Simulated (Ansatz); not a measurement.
Space group I4/mmm (No. 139). a = 2.432 Å, b = 2.432 Å, c = 2.482 Å, α = 90.00°, β = 90.00°, γ = 90.00°
| atom | site | symmetry | x | y | z |
| --- | --- | --- | --- | --- | --- |
| Be | 2b | 4/mmm | 0.0000 | 0.0000 | 0.5000 |

Equation of state of this Be structure (not necessarily the ground state), with shape and atoms relaxed at each volume where symmetry leaves them free. It has no gap at any of these volumes. All numbers below come from DFT PBE+D3(BJ), scalar-relativistic, plane waves, PAW (Ansatz).

Plane waves to 420 eV, a k mesh through Γ of 16×12×12 on the computed 4-atom cell and Gaussian smearing (0.10 eV); no spin polarisation.

```
V (Å³/atom) E − E(largest V) (meV/atom) P (GPa)
      6.459                        26.24    21.31
      6.679                         1.49    14.87
      6.900                       -14.97     9.24
      7.120                       -24.19     4.31
      7.340                       -27.06    -0.02
      7.560                       -24.35    -3.82
      7.780                       -16.75    -7.16
      8.074                         0.00   -10.99
```

**Question.** Fit a third-order Birch–Murnaghan equation to E(V).

**Answer.** V0 = 7.34 Å³/atom, B0 = 135 GPa, B0' = 3.3.

This bcc form isn't the element's structure at ambient conditions.

Cost: 8 runs of about 1.1 core-minutes in all, on Intel Xeon 6975P-C (Granite Rapids) (shared hosts).